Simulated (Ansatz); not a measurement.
## Structures of Al2Au: which is lowest?

Plane-wave DFT in Ansatz with scalar-relativistic PAW potentials, cutoff 420 eV, Γ-centred meshes chosen by cell and gap, Gaussian smearing with energies taken to zero width. Every cell was relaxed (cell and atoms) in a run of its own, within the symmetry of its start. Functional: PBEsol.

Relaxed structures (starts from databases or built by putting these elements on another compound's sites):
A. I4/mcm, 6 atoms in the computed cell, a = 6.212 Å, c = 5.347 Å; sites (symmetry × multiplicity) Al m.2m × 8, Au 422 × 4; start: built
B. Fm-3m, 3 atoms in the computed cell, a = 6.003 Å; sites (symmetry × multiplicity) Al -43m × 8, Au m-3m × 4; start: database

Rank them by energy. Could pressure change the order?

| structure | group | E − E(lowest) (meV/atom) | V (Å³/atom) | gap on mesh (eV) |
| --- | --- | --- | --- | --- |
| B | Fm-3m | 0.0 | 18.03 | 0.00 |
| A | I4/mcm | 215 | 17.20 | 0.00 |

B is lowest, 215 meV/atom under A. A is denser by 0.83 Å³/atom, so pressure favours it: ΔE/ΔV, with ΔE in eV and 1 eV/Å³ = 160.2 GPa, gives about 42 GPa for equal enthalpy if both cells were rigid; at such pressures compression changes ΔV much, so this is a scale only. Other structures may lie lower than all of these, and vibrations aren't counted.

Spin-orbit coupling is left out, which matters for the bands of heavy elements.